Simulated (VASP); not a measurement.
## A VASP 6.6.1 relaxation on LiH

INCAR

```
LWAVE = .FALSE.
LREAL = .FALSE.
METAGGA = R2SCAN
PSTRESS = 10
NELM = 120
ENCUT = 600
LCHARG = .FALSE.
EDIFFG = -0.01
LASPH = .TRUE.
EDIFF = 1E-7
NSW = 40
IBRION = 1
ALGO = Normal
SIGMA = 0.02
POTIM = 0.2
NBANDS = 9
ISMEAR = -1
PREC = Accurate
ISIF = 3
```

KPOINTS

```
KPOINTS created by Atomic Simulation Environment
0
Gamma
10 10 10
0 0 0
```

POSCAR

```
Li H
 1.0000000000000000
    -0.0000000000000000    2.1433374631220659    2.1433374631220659
     2.1433374631220659    0.0000000000000000    2.1433374631220659
     2.1433374631220659    2.1433374631220659    0.0000000000000000
 Li  H
   1   1
Cartesian
 -0.0000000000000000  0.0000000000000000 -0.0000000000000000
  1.0716687315610327  1.0716687315610327  1.0716687315610327
```

The recommended PBE PAW datasets give the neutral cell 4 valence electrons.

Command

```
mpirun -np 1 vasp_std
```

Task: Predict the outcome of this run.

Result: It converged. Results: relaxed cell vector lengths 2.998, 2.998, 2.998 Å; relaxed cell volume 19.05 Å³.

OSZICAR

```
N       E                     dE             d eps       ncg     rms          rms(c)
DAV:   1    -0.900233582009E+00   -0.90023E+00   -0.15901E+03   846   0.445E+02
DAV:   2    -0.728009808282E+01   -0.63799E+01   -0.63450E+01  1216   0.640E+01
DAV:   3    -0.741906736123E+01   -0.13897E+00   -0.13891E+00  1004   0.822E+00
DAV:   4    -0.742013969178E+01   -0.10723E-02   -0.10720E-02  1194   0.700E-01
DAV:   5    -0.742014697927E+01   -0.72875E-05   -0.72874E-05  1047   0.419E-02    0.317E+00
DAV:   6    -0.677373481914E+01    0.64641E+00   -0.22594E-01   947   0.275E+00    0.177E+00
DAV:   7    -0.670793625307E+01    0.65799E-01   -0.31286E-01   848   0.235E+00    0.316E-01
DAV:   8    -0.671065824290E+01   -0.27220E-02   -0.96282E-03  1051   0.671E-01    0.158E-01
DAV:   9    -0.671191347836E+01   -0.12552E-02   -0.20386E-03   871   0.388E-01    0.268E-02
DAV:  10    -0.671189141252E+01    0.22066E-04   -0.53668E-05   995   0.586E-02    0.609E-03
...
DAV:   3    -0.670998551923E+01    0.10264E-02   -0.93048E-04  1191   0.191E-01    0.377E-02
DAV:   4    -0.670998749801E+01   -0.19788E-05   -0.40349E-05   910   0.545E-02    0.540E-03
DAV:   5    -0.670997403553E+01    0.13462E-04   -0.25053E-05   873   0.405E-02    0.144E-03
DAV:   6    -0.670996882182E+01    0.52137E-05   -0.60165E-07  1104   0.732E-03    0.216E-03
DAV:   7    -0.670995721020E+01    0.11612E-04   -0.16083E-06   860   0.960E-03    0.407E-04
DAV:   8    -0.670995158644E+01    0.56238E-05   -0.42783E-07   896   0.505E-03    0.248E-04
DAV:   9    -0.670995269242E+01   -0.11060E-05   -0.83240E-09   803   0.719E-04    0.486E-05
DAV:  10    -0.670995289260E+01   -0.20019E-06   -0.89024E-10   434   0.226E-04    0.182E-05
DAV:  11    -0.670995292384E+01   -0.31243E-07   -0.17633E-10   435   0.714E-05
   3 F= -.65910406E+01 E0= -.65910406E+01  d E =-.161439E-02
```

| ionic step | ΔH (meV/atom) | volume (Å³) | largest force (eV/Å) | pressure (GPa) | electronic steps |
| --- | --- | --- | --- | --- | --- |
| 1 | 0.0 | 19.69 | 0.000 | -0.08 | 13 |
| 2 | -0.2 | 19.62 | 0.000 | 0.04 | 9 |
| 3 | -1.0 | 19.05 | 0.000 | 0.95 | 11 |

For comparison, a separate r²SCAN relaxation on usual settings, not on those above, ends at 19.69 Å³.
